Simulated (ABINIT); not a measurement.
**Beyond one shot: SiC (Moissanite)**

How far does self-consistency move the gap of SiC (Moissanite)?

Method: PBE and many-body steps on it, plane waves, in ABINIT 10.8.3.

**Experimental background.**

- Gap 3.03 eV: indirect gap, experimental literature value; quoted from earlier experiment; bulk crystal (quoted in “Charge spill-out and work function of few-layer graphene on SiC(0001)”, 2018, arxiv:1806.04908).

- Gap 3.02 eV: band gap at cryogenic temperature; bulk crystal (literature value) (quoted in “Silicon carbide diodes for neutron detection”, 2020, arxiv:2009.14696).

- Gap 3 eV: optical absorption onset, approximate; UV-Vis-NIR transmission; bulk crystal (400 micron semi-insulating 6H-SiC wafer) (“Effects of energetic ion irradiation on WSe2/SiC heterostructures”, 2017, pmc:5482891).

### Step 1. Set-up

The structure is hexagonal, space group P6_3mc (No. 186). Conventional cell: a = 3.081 Å, b = 3.081 Å, c = 15.125 Å, α = 90.00°, β = 90.00°, γ = 120.00°. Nearest to Si lie 4 C at 1.88 to 1.90 Å. Nearest to Si lie 4 C at 1.89 Å. Si has 4 C at 1.89 Å nearest. Nearest to C lie 4 Si at 1.88 to 1.89 Å. Nearest to C lie 4 Si at 1.89 Å. Nearest to C lie 4 Si at 1.89 to 1.90 Å. Farther neighbours are not listed.

The cell and positions come from the Crystallography Open Database and are kept as given unless a step says otherwise.

### Step 2. Empty states on the mesh, 6×6×1 mesh, 191 bands

This step: ABINIT 10.8.3; DFT, PBE, plane waves, norm-conserving pseudopotentials.

The sums over transitions need many empty states on a uniform mesh; this step solves for them.

File run.abi:

```
acell 3*1.0 Angstrom
rprim 
  3.081000000023 -0.000000000005 0.000000000000
  -1.540500000007 2.668224269083 0.000000000000
  0.000000000000 0.000000000000 15.124800000000
ntypat 2
znucl 14 6
natom 12
typat 1 1 1 1 1 1 2 2 2 2 2 2
xred 
  0.000000000000 0.000000000000 0.000000000000
  0.000000000000 0.000000000000 0.500000000000
  0.333333333333 0.666666666667 0.166400000000
  0.666666666667 0.333333333333 0.666400000000
  0.666666666667 0.333333333333 0.332900000000
  0.333333333333 0.666666666667 0.832900000000
  0.333333333333 0.666666666667 0.041200000000
  0.666666666667 0.333333333333 0.541200000000
  0.666666666667 0.333333333333 0.208000000000
  0.333333333333 0.666666666667 0.708000000000
  0.000000000000 0.000000000000 0.374600000000
  0.000000000000 0.000000000000 0.874600000000
pp_dirpath "pseudos"
pseudos "Si.upf, C.upf"
ecut 37
ngkpt 6 6 1
nshiftk 1
shiftk 0 0 0
kptopt 1
chksymbreak 0
iscf -2
irdden 1
istwfk *1
nband 191
nbdbuf 16
tolwfr 1e-09
nstep 60
prtvol 0
indata_prefix "in"
outdata_prefix "out"
tmpdata_prefix "tmp"
```

Command:

```
$ OMP_NUM_THREADS=1 mpirun -n 8 abinit run.abi > log
```

Numbers of over 12 decimals in the logs are rounded to 6 here.

Output:

```text
.Version 10.8.3 of ABINIT. v10.8.2 released Aug 2026.

 Symmetries : space group P6_3 m c (#186); Bravais hP (primitive hexag.)
[... echo of the input left out ...]
== DATASET  1 ==================================================================
-   mpi_nproc: 8, omp_nthreads: 1 (-1 if OMP is not activated)
-    --> not optimal distribution: autoparal keyword recommended in input file <--

--- !DatasetInfo
iteration_state: {dtset: 1, }
dimensions: {natom: 12, nkpt: 7, mband: 191, nsppol: 1, nspinor: 1, nspden: 1, mpw: 9084, }
cutoff_energies: {ecut:  37.0, pawecutdg:  -1.0, }
[...]
2.27880    2.29639    2.30133    2.30365    2.30365    2.33385    2.33385    2.34010
   2.34010    2.34784    2.34784    2.35309    2.35438    2.37671    2.40133    2.43151
   2.43157    2.45190    2.45279    2.46216    2.46368    2.46871    2.47138
 prteigrs : prtvol=0 or 1, do not print more k-points.

== END DATASET(S) ==============================================================
================================================================================

 -outvars: echo values of variables after computation  --------
            nband         191
             nkpt           7
          spgroup         186
 [... the other variables as echoed above ...]

 Calculation completed.
```

Wall time 79 s (8 MPI ranks of Arm Neoverse V2, shared host); peak memory 0.94 GiB.

This step gave:

```
gap                                                           : 2.017 eV
k of the valence top                                          : 0, 0, 0
k of the conduction bottom                                    : 0.5, 0, 0
least direct gap                                              : 3.123 eV
k points computed                                             : 7
lowest point of the top converged band, above the valence top : 54.1180 eV
```

On this mesh the gap is 2.017 eV.

The density comes from a self-consistent run that is not shown.

### Step 3. Screening, 6×6×1 mesh, 175 bands, screening to 130.6 eV

The RPA dielectric matrix is built and inverted for each q.

This step: RPA screening on PBE, plane waves, norm-conserving pseudopotentials.

Edit run.abi of step 2 so:

```diff
@@ -30,10 +30,11 @@
 chksymbreak 0
-iscf -2
-irdden 1
 istwfk *1
-nband 191
-nbdbuf 16
-tolwfr 1e-09
-nstep 60
-prtvol 0
+occopt 1
+irdwfk 1
+optdriver 3
+nband 175
+ecuteps 4.8
+inclvkb 2
+awtr 1
+symchi 1
 indata_prefix "in"
```

Output:

```text
.Version 10.8.3 of ABINIT. v10.8.2 released Aug 2026.

 Symmetries : space group P6_3 m c (#186); Bravais hP (primitive hexag.)
[... echo of the input left out ...]
== DATASET  1 ==================================================================
-   mpi_nproc: 8, omp_nthreads: 1 (-1 if OMP is not activated)

--- !DatasetInfo
iteration_state: {dtset: 1, }
dimensions: {natom: 12, nkpt: 7, mband: 175, nsppol: 1, nspinor: 1, nspden: 1, mpw: 9084, }
cutoff_energies: {ecut:  37.0, pawecutdg:  -1.0, }
electrons: {nelect:   4.80000000E+01, charge:   0.00000000E+00, occopt:   1.00000000E+00, tsmear:   1.00000000E-02, }

 SCREENING: Calculation of the susceptibility and dielectric matrices

 Based on a program developped by R.W. Godby, V. Olevano, G. Onida, and L. Reining.
 Incorporated in ABINIT by V. Olevano, G.-M. Rignanese, and M. Torrent.
.Using double precision arithmetic ; gwpc =  8

[... cell and pseudopotentials left out ...]
--------------------------------------------------------------------------------

 ==== K-mesh for the wavefunctions ====
 Number of points in the irreducible wedge :     7
[... list of points left out ...]
 Together with 12 symmetry operations and time-reversal symmetry
 yields    36 points in the full Brillouin Zone.

 ==== Q-mesh for the screening function ====
 Number of points in the irreducible wedge :     7
[... list of points left out ...]
 Together with 12 symmetry operations and time-reversal symmetry
 yields    36 points in the full Brillouin Zone.

 setmesh: FFT mesh size selected  =    20x   20x  108
          total number of points  =        43200

 vcoul_init : cutoff-mode = AUXILIARY_FUNCTION
 q-points for optical limit:   1
     1)      0.000010    0.000020    0.000030

- screening: taking advantage of time-reversal symmetry
- Maximum band index for partially occupied states nbvw = 24
- Remaining bands to be divided among processors   nbcw = 151
- Number of bands treated by each node ~18

 Number of electrons calculated from density =   48.0000; Expected =   48.0000
 average of density, n =  0.057206
 r_s =    1.6100
 omega_plasma =   23.0715 [eV]

 calculating chi0 at frequencies [eV] :
  1    0.000000E+00    0.000000E+00
  2    0.000000E+00    2.307151E+01

--------------------------------------------------------------------------------
  q-point number  1        q = ( 0.000000, 0.000000, 0.000000) [r.l.u.]
--------------------------------------------------------------------------------
[... chi0 elements left out ...]
 For q-point:  0.000010 0.000020 0.000030
  dielectric constant =   6.9739
  dielectric constant without local fields =   7.6230

  Average fulfillment of the sum rule on Im[epsilon] for q-point    1 :     82.44  [%]
[... wings left out ...]
  q-point number  2        q = ( 0.166667, 0.000000, 0.000000) [r.l.u.]
--------------------------------------------------------------------------------
[... chi0 elements left out ...]
  Average fulfillment of the sum rule on Im[epsilon] for q-point    2 :     82.64  [%]

 [... 5 further q-points ...]
```

Wall time 1.8 min (8 MPI ranks); peak memory 3.5 GiB; 14 min of CPU time.

This step gave:

```
ε∞ with local fields, on this mesh, along the program's q direction : 6.974
the same without local fields                                       : 7.623
plasma frequency                                                    : 23.07 eV
plane waves in the screening matrix                                 : 407
```

Local fields lower ε∞ by 9 %. On a Γ-centred mesh this coarse the value itself is usually too large, while a short band sum pulls it down.

### Step 4. G0W0

The self-energy is evaluated for the states that the input lists, and the levels follow from it, in one-shot runs by the linearised quasiparticle equation.

This step: G0W0 on PBE, plane waves, norm-conserving pseudopotentials.

Edit run.abi of step 3 so:

```diff
@@ -33,8 +33,17 @@
 irdwfk 1
-optdriver 3
+optdriver 4
 nband 175
+gwcalctyp 0
+ecutsigx 37
+symsigma 1
+nkptgw 2
+kptgw 
+  0.0000000000 0.0000000000 0.0000000000
+  0.5000000000 0.0000000000 0.0000000000
+bdgw 
+  23 26
+  23 26
 ecuteps 4.8
-inclvkb 2
-awtr 1
-symchi 1
+irdscr 1
+ppmodel 1
 indata_prefix "in"
```

Output:

```text
.Version 10.8.3 of ABINIT. v10.8.2 released Aug 2026.

 Symmetries : space group P6_3 m c (#186); Bravais hP (primitive hexag.)
[... echo of the input left out ...]
== DATASET  1 ==================================================================
-   mpi_nproc: 8, omp_nthreads: 1 (-1 if OMP is not activated)

--- !DatasetInfo
iteration_state: {dtset: 1, }
dimensions: {natom: 12, nkpt: 7, mband: 175, nsppol: 1, nspinor: 1, nspden: 1, mpw: 9084, }
cutoff_energies: {ecut:  37.0, pawecutdg:  -1.0, }
electrons: {nelect:   4.80000000E+01, charge:   0.00000000E+00, occopt:   1.00000000E+00, tsmear:   1.00000000E-02, }

 SIGMA: Calculation of the GW corrections

 Based on a program developped by R.W. Godby, V. Olevano, G. Onida, and L. Reining.
 Incorporated in ABINIT by V. Olevano, G.-M. Rignanese, and M. Torrent.
.Using double precision arithmetic ; gwpc =  8

[... cell and pseudopotentials left out ...]
--------------------------------------------------------------------------------

 ==== K-mesh for the wavefunctions ====
 Number of points in the irreducible wedge :     7
[... list of points left out ...]
 Together with 12 symmetry operations and time-reversal symmetry
 yields    36 points in the full Brillouin Zone.

 ==== Q-mesh for screening function ====
 Number of points in the irreducible wedge :     7
[... list of points left out ...]
 Together with 12 symmetry operations and time-reversal symmetry
 yields    36 points in the full Brillouin Zone.

 vcoul_init : cutoff-mode = AUXILIARY_FUNCTION
 q-points for optical limit:   1
     1)      0.000010    0.000020    0.000030
 setmesh: FFT mesh size selected  =    27x   27x  160
          total number of points  =       116640

 Number of electrons calculated from density =   48.0000; Expected =   48.0000
 average of density, n =  0.057206
 r_s =    1.6100
 omega_plasma =   23.0715 [eV]

 === KS Band Gaps ===
  >>>> For spin  1
   Minimum direct gap =   3.1231 [eV], located at k-point      :   0.5000  0.0000  0.0000
   Fundamental gap    =   2.0167 [eV], Top of valence bands at :   0.0000  0.0000  0.0000
                                       Bottom of conduction at :   0.5000  0.0000  0.0000
 SIGMA fundamental parameters:
 PLASMON POLE MODEL  1
 number of plane-waves for SigmaX                 8941
 number of plane-waves for SigmaC and W            407
 number of plane-waves for wavefunctions          8941
 number of bands                                   175
 number of independent spin polarizations            1
 number of spinorial components                      1
 number of k-points in IBZ                           7
 number of q-points in IBZ                           7
 number of symmetry operations                      12
 number of k-points in BZ                           36
 number of q-points in BZ                           36
 number of frequencies for dSigma/dE                 9
 frequency step for dSigma/dE [eV]                0.25
 number of omega for Sigma on real axis              0
 max omega for Sigma on real axis  [eV]           0.00
 zcut for avoiding poles [eV]                     0.10

 EPSILON^-1 parameters (SCR file):
 dimension of the eps^-1 matrix on file            407
 dimension of the eps^-1 matrix used               407
 number of plane-waves for wavefunctions          8941
 number of bands                                   175
 number of q-points in IBZ                           7
 number of frequencies                               2
 number of real frequencies                          1
 number of imag frequencies                          1

 matrix elements of self-energy operator (all in [eV])

 Perturbative Calculation

--- !SelfEnergy_ee
iteration_state: {dtset: 1, }
kpoint     : [   0.000,    0.000,    0.000, ]
spin       : 1
KS_gap     :    5.164
QP_gap     :    5.981
Delta_QP_KS:    0.816
data: !SigmaeeData |
     Band     E0 <VxcDFT>   SigX SigC(E0)      Z dSigC/dE  Sig(E)    E-E0       E
       23   6.871 -14.954 -17.604   2.512   0.796  -0.257 -15.064  -0.110   6.761
       24   6.871 -14.954 -17.604   2.512   0.796  -0.257 -15.064  -0.110   6.761
       25  12.036 -12.147  -6.933  -4.340   0.808  -0.238 -11.441   0.706  12.742
       26  12.207 -12.097  -6.845  -4.387   0.807  -0.239 -11.398   0.698  12.905

--- !SelfEnergy_ee
iteration_state: {dtset: 1, }
kpoint     : [   0.500,    0.000,    0.000, ]
spin       : 1
KS_gap     :    3.123
QP_gap     :    3.880
Delta_QP_KS:    0.756
data: !SigmaeeData |
     Band     E0 <VxcDFT>   SigX SigC(E0)      Z dSigC/dE  Sig(E)    E-E0       E
       23   5.209 -13.906 -16.983   2.655   0.793  -0.260 -14.241  -0.335   4.874
       24   5.765 -14.499 -17.613   2.764   0.792  -0.262 -14.777  -0.278   5.487
       25   8.888 -10.928  -6.753  -3.591   0.819  -0.221 -10.450   0.479   9.367
       26   9.078 -10.777  -6.493  -3.703   0.820  -0.220 -10.301   0.476   9.554

== END DATASET(S) ==============================================================
================================================================================

 -outvars: echo values of variables after computation  --------
           etotal      0.0000000000E+00
            nband         175
             nkpt           7
          spgroup         186
 [... the other variables as echoed above ...]

 Calculation completed.
```

The job ended after 17 s (8 MPI ranks; peak memory 2.3 GiB; 2.2 min of CPU time).

Numbers from this step:

```yaml
g0w0_gap_on_the_points_computed: 2.606 eV
starting_gap_on_the_mesh: 2.017 eV
k_of_the_valence_top: 0, 0, 0
k_of_the_conduction_bottom: 0.5, 0, 0
z_at_the_valence_top: 0.796
z_at_the_conduction_bottom: 0.819
least_direct_g0w0_gap_on_the_computed_points: 3.880 eV
```

The gap on the mesh goes from 2.02 eV to 2.61 eV, a correction of +0.59 eV.

### Step 5. evGW0, cycle 1

This step: evGW0 on PBE, plane waves, norm-conserving pseudopotentials.

Edit run.abi of step 4 so:

```diff
@@ -35,12 +35,22 @@
 nband 175
-gwcalctyp 0
+gwcalctyp 10
 ecutsigx 37
 symsigma 1
-nkptgw 2
+nkptgw 7
 kptgw 
   0.0000000000 0.0000000000 0.0000000000
+  0.1666666667 0.0000000000 0.0000000000
+  0.3333333333 0.0000000000 0.0000000000
   0.5000000000 0.0000000000 0.0000000000
+  0.1666666667 0.1666666667 0.0000000000
+  0.3333333333 0.1666666667 0.0000000000
+  0.3333333333 0.3333333333 0.0000000000
 bdgw 
-  23 26
-  23 26
+  1 37
+  1 37
+  1 37
+  1 37
+  1 37
+  1 37
+  1 37
 ecuteps 4.8
```

Output:

```text
.Version 10.8.3 of ABINIT. v10.8.2 released Aug 2026.

 Symmetries : space group P6_3 m c (#186); Bravais hP (primitive hexag.)
[... echo of the input left out ...]
== DATASET  1 ==================================================================
-   mpi_nproc: 8, omp_nthreads: 1 (-1 if OMP is not activated)

--- !DatasetInfo
iteration_state: {dtset: 1, }
dimensions: {natom: 12, nkpt: 7, mband: 175, nsppol: 1, nspinor: 1, nspden: 1, mpw: 9084, }
cutoff_energies: {ecut:  37.0, pawecutdg:  -1.0, }
electrons: {nelect:   4.80000000E+01, charge:   0.00000000E+00, occopt:   1.00000000E+00, tsmear:   1.00000000E-02, }

 SIGMA: Calculation of the GW corrections

 Based on a program developped by R.W. Godby, V. Olevano, G. Onida, and L. Reining.
 Incorporated in ABINIT by V. Olevano, G.-M. Rignanese, and M. Torrent.
.Using double precision arithmetic ; gwpc =  8

[... cell and pseudopotentials left out ...]
--------------------------------------------------------------------------------

 ==== K-mesh for the wavefunctions ====
 Number of points in the irreducible wedge :     7
[... list of points left out ...]
 Together with 12 symmetry operations and time-reversal symmetry
 yields    36 points in the full Brillouin Zone.

 ==== Q-mesh for screening function ====
 Number of points in the irreducible wedge :     7
[... list of points left out ...]
 Together with 12 symmetry operations and time-reversal symmetry
 yields    36 points in the full Brillouin Zone.

 vcoul_init : cutoff-mode = AUXILIARY_FUNCTION
 q-points for optical limit:   1
     1)      0.000010    0.000020    0.000030
 setmesh: FFT mesh size selected  =    27x   27x  160
          total number of points  =       116640

 Number of electrons calculated from density =   48.0000; Expected =   48.0000
[...]
--- !SelfEnergy_ee
iteration_state: {dtset: 1, }
kpoint     : [   0.333,    0.333,    0.000, ]
spin       : 1
KS_gap     :    5.571
QP_gap     :    6.528
Delta_QP_KS:    0.957
data: !SigmaeeData |
     Band     E_DFT   <VxcDFT>   E(N-1)  <Hhartree>   SigX  SigC[E(N-1)]    Z     dSigC/dE  Sig[E(N)]  DeltaE  E(N)_pert E(N)_diago
[...]
36    16.088   -12.886    16.088    28.974    -6.467    -5.058     0.792    -0.263   -11.808     1.078    17.167    17.450
       37    17.109   -13.247    17.109    30.356    -6.306    -5.450     0.782    -0.279   -12.081     1.166    18.275    18.601

 New Fermi energy :        2.977709E-01 Ha ,    8.102759E+00 eV
 New Exchange energy :    -1.640168E+01 Ha ,   -4.463123E+02 eV

 === QP Band Gaps ===
  >>>> For spin  1
   Minimum direct gap =   4.0582 [eV], located at k-point      :   0.5000  0.0000  0.0000
   Fundamental gap    =   2.7400 [eV], Top of valence bands at :   0.0000  0.0000  0.0000
                                       Bottom of conduction at :   0.5000  0.0000  0.0000

 writing QP data on file : out_QPS

 Convergence of QP corrections
 >>>>> For spin  1 <<<<<
.  kptgw no:  1; Maximum DeltaE = (  -0.798  -0.004) for band index:  7
.  kptgw no:  2; Maximum DeltaE = (   0.867   0.000) for band index: 36
.  kptgw no:  3; Maximum DeltaE = (   0.922  -0.001) for band index: 36
.  kptgw no:  4; Maximum DeltaE = (   0.959   0.000) for band index: 37
.  kptgw no:  5; Maximum DeltaE = (   0.889   0.000) for band index: 37
.  kptgw no:  6; Maximum DeltaE = (   0.927  -0.001) for band index: 36
.  kptgw no:  7; Maximum DeltaE = (   1.166   0.001) for band index: 37

== END DATASET(S) ==============================================================
================================================================================

 -outvars: echo values of variables after computation  --------
           etotal      0.0000000000E+00
            nband         175
             nkpt           7
          spgroup         186
 [... the other variables as echoed above ...]

 Calculation completed.
```

It took 13 min on 8 MPI ranks; peak memory 6.8 GiB.

This step gave:

```yaml
quasiparticle_gap_on_the_mesh: 2.740 eV
gap_of_the_density_functional_on_the_mesh: 2.017 eV
k_of_the_valence_top: 0, 0, 0
k_of_the_conduction_bottom: 0.5, 0, 0
z_at_the_valence_top: 0.796
z_at_the_conduction_bottom: 0.819
least_direct_quasiparticle_gap_on_the_computed_points: 4.058 eV
```

Against G0W0 in ABINIT (6×6×1 mesh, 175 bands, screening to 130.6 eV, Godby-Needs plasmon pole), the gap moves by +0.134 eV. This first cycle still uses the starting levels; it takes the full correction, at all points of the mesh, and its linearised value is 2.606 eV.

(Continued in part 2 of 2.)

[Paths, hosts, dates, memory and timing lines, banners, echoed tables and standing remarks are left out of the program output.]

[Logs are printed without paths, hosts, clocks, repeated set-up lines and the standing remarks that a program may print on its own settings, such as how far it seeks lower states.]

[Runs of the session that timed out or met a known fault of the program may be left out.]

[Hosts, paths, dates, database ids (printed as entryN), source tags and the programs' standing remarks are cut or masked in the printed files.]

[G0W0 gaps are taken among the corrected bands and points alone; a level outside them can change the order at an edge.]

[Where Ansatz stands beside ABINIT at settings called matched, ABINIT's density can come from a denser mesh and the files from another edition; pairs whose starting gaps differed by over 0.03 eV were left out, so agreement reads better than it is.]
